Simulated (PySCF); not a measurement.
Norbornadiene, C7H8.
Numbering: `[CH:1]1=[CH:2][C@@H:3]2[CH:4]=[CH:5][C@H:6]1[CH2:7]2` (hydrogens: H8 on C1; H9 on C2; H10 on C3; H11 on C4; H12 on C5; H13 on C6; H14, H15 on C7)

Cartesian coordinates in Å at the GFN2-xTB level; atoms count from 1:
```
atom  x, y, z in Å
C1     1.304    0.551   -0.496
C2     1.213   -0.768   -0.435
C3    -0.098   -1.095    0.267
C4    -1.193   -0.612   -0.673
C5    -1.102    0.707   -0.734
C6     0.056    1.119    0.164
C7    -0.122    0.068    1.274
H8     2.066    1.158   -0.947
H9     1.882   -1.512   -0.822
H10   -0.201   -2.107    0.648
H11   -1.863   -1.270   -1.193
H12   -1.678    1.400   -1.318
H13    0.095    2.167    0.449
H14   -1.068    0.158    1.808
H15    0.705    0.044    1.984
```

Method used: TDDFT CAM-B3LYP/def2-SVPD, vertical, gas phase, core orbitals frozen in the response in PySCF 2.14.0, density-fitted response routines.

Ground-to-excited transition dipoles (e·a0, same axes as the geometry; the sign carries no meaning), for the states with f of 0.002 or more among the lowest 5:

```
state  E (eV)      μx      μy      μz
   S2   6.152  -0.028  -0.406   0.019
   S3   6.476   0.331  -0.022   0.033
   S4   7.093  -0.043   0.024   0.452
   S5   7.129   0.069   0.998  -0.046
```

**Question.** Work out the oscillator strengths.

**Answer.** f = (2/3) ΔE |μ|² with ΔE in hartree (27.2114 eV).

```
state  |μ|² (au)  |μ| (D)      f
   S2      0.166     1.03  0.025
   S3      0.111     0.85  0.018
   S4      0.207     1.16  0.036
   S5      1.004     2.55  0.175
```

**Question.** The point group is C2v. Which irreducible representation does each state belong to?

**Answer.** The ground state is totally symmetric, so the direction of μ fixes the label. Polarised along the twofold axis, so A1: S4. Polarised across the twofold axis, so B1 or B2: S2, S3 and S5. Which of B1 and B2 hangs on the choice of axes; S2 and S5 take one label and S3 the other.

**Question.** Which bond between heavy atoms lies closest to the direction of the S5 transition dipole?

**Answer.** C4–C5 and C1–C2, at 0° from it; next C3–C7 and C6–C7 at 44°.

**Question.** What angle do the transition dipoles of S2 and S5 make?

**Answer.** |cos θ| = |μa·μb| / (|μa| |μb|) = 1.00, so θ ≈ 0° (taken between 0 and 90°, since the signs are arbitrary).

**Question.** How is the summed strength of these states shared among x, y and z?

**Answer.** (2/3) Σ ΔE μα² gives 0.019 for x, 0.199 for y and 0.036 for z, 0.254 in all.

**Question.** What peak molar absorption coefficient would the strongest computed level give as a lone Gaussian band 0.3 eV wide at half height?

**Answer.** ε(max) = 2.175×10⁸ f / FWHM, with the width in cm⁻¹. S5: 2.175×10⁸ × 0.1753 / 2420 ≈ 16000 L mol⁻¹ cm⁻¹.
